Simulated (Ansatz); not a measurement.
# Sn: clamped-ion strain scan

The calculation used DFT PBE, scalar-relativistic, plane waves, PAW (Ansatz 0.2.0). Cutoff 420 eV, Γ-centred 20×20×20 k-points, Gaussian smearing of 0.15 eV. No spin polarisation. Energies are free energies at this smearing, counted from the undisturbed cell; pressure is positive in compression.

Zero of the scan (as given, not relaxed at this level; it stands at -1.6 GPa; this form isn't the usual structure):

```yaml
crystal:
  lattice:
    - [-1.59075, 1.59075, 2.91565]
    - [1.59075, -1.59075, 2.91565]
    - [1.59075, 1.59075, -2.91565]
  atoms:
    - { symbol: Sn, position: [0.00000, 0.00000, 0.00000] }
```

The cell is strained by ε times the Voigt pattern (1, -1, 0, 0, 0, 0) (xx, yy, zz, yz, xz, xy; engineering shear) with fractional coordinates fixed. The cell is metallic on the mesh throughout.

```csv
ε,ΔE (meV/atom)
-0.0600,48.3
-0.0300,12.8
0.0000,0.0
0.0075,0.9
0.0150,3.4
0.0225,7.4
0.0375,19.4
0.0450,27.5
0.0525,37.1
```

Q: Predict the stress summed along the pattern (GPa, tension positive) at each point.

A:
```tsv
ε	stress summed along the pattern (GPa, tension positive)
-0.0600	-8.69
-0.0300	-4.33
0.0000	0.00
0.0075	1.27
0.0150	2.42
0.0225	3.41
0.0375	5.32
0.0450	6.37
0.0525	7.48
```

Cost: 9 runs of about 4.1 core-minutes in all, on Intel Xeon Platinum 8259CL (Skylake/Cascade Lake) (shared hosts).